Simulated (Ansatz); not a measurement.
# TaN: the cost of one run

Computed with Ansatz 0.2.0 (DFT PBE, scalar-relativistic, plane waves, PAW, unless a step's input says otherwise).

## Step 1: Starting point

The structure is hexagonal, space group P-62m (No. 189). Conventional cell: a = 5.196 Å, b = 5.196 Å, c = 2.911 Å, α = 90.00°, β = 90.00°, γ = 120.00°. Ta (site symmetry -6) is surrounded by 6 N at 2.16 Å. Around Ta (site symmetry -62m) lie 3 N at 2.04 Å. Around N (site symmetry m2m) lie 5 Ta at 2.04 to 2.16 Å.

Structure file:

```cif
data_structure
_symmetry_space_group_name_H-M 'P 1'
_symmetry_Int_Tables_number 1
_cell_length_a 5.1960
_cell_length_b 5.1960
_cell_length_c 2.9110
_cell_angle_alpha 90.000
_cell_angle_beta 90.000
_cell_angle_gamma 120.000
_cell_volume 68.06
loop_
_atom_site_label
_atom_site_type_symbol
_atom_site_fract_x
_atom_site_fract_y
_atom_site_fract_z
_atom_site_occupancy
Ta1 Ta 0.33333 0.66667 0.50000 1
Ta2 Ta 0.66667 0.33333 0.50000 1
Ta3 Ta 0.00000 0.00000 0.00000 1
N1 N 0.39285 0.00000 0.00000 1
N2 N 0.60715 0.60715 0.00000 1
N3 N 0.00000 0.39285 0.00000 1
```

The structure comes from the Crystallography Open Database.

## Step 2: Ground state at the listed geometry

Input file input.yaml:

```yaml
crystal:
  lattice:
    - [5.196, 0.0, 0.0]
    - [-2.598, 4.4998679981, 0.0]
    - [0.0, 0.0, 2.911]
  atoms:
    - { symbol: Ta, position: [0.3333333333, 0.6666666667, 0.5] }
    - { symbol: Ta, position: [0.6666666667, 0.3333333333, 0.5] }
    - { symbol: Ta, position: [0.0, 0.0, 0.0] }
    - { symbol: "N", position: [0.39285, 0.0, 0.0] }
    - { symbol: "N", position: [0.60715, 0.60715, 0.0] }
    - { symbol: "N", position: [0.0, 0.39285, 0.0] }
basis:
  ecutwfc: 500
  fft_grid_basis: typed
kpoints:
  mp_grid: { grid: [6, 6, 8] }
hamiltonian:
  xc: pbe
  pseudopotentials: { kind: paw }
scf:
  occupations: { method: gaussian, width: 0.05 }
output:
  forces: true
  stress: true
  eigenvalues: true
  bader: true
  write_density: true
  volumetric_format: npy
  elf: true
```

The run is started by

```
$ ansatz run input.yaml --threads 2 --pin off --max-ram 4096MiB --backend cpu --events-out ev --progress --plain --runs-dir out
```

What time and memory should one allow on 2 threads of Intel Xeon 6975P-C (Granite Rapids), shared host?

About 30 s, with a peak of 0.43 GiB.
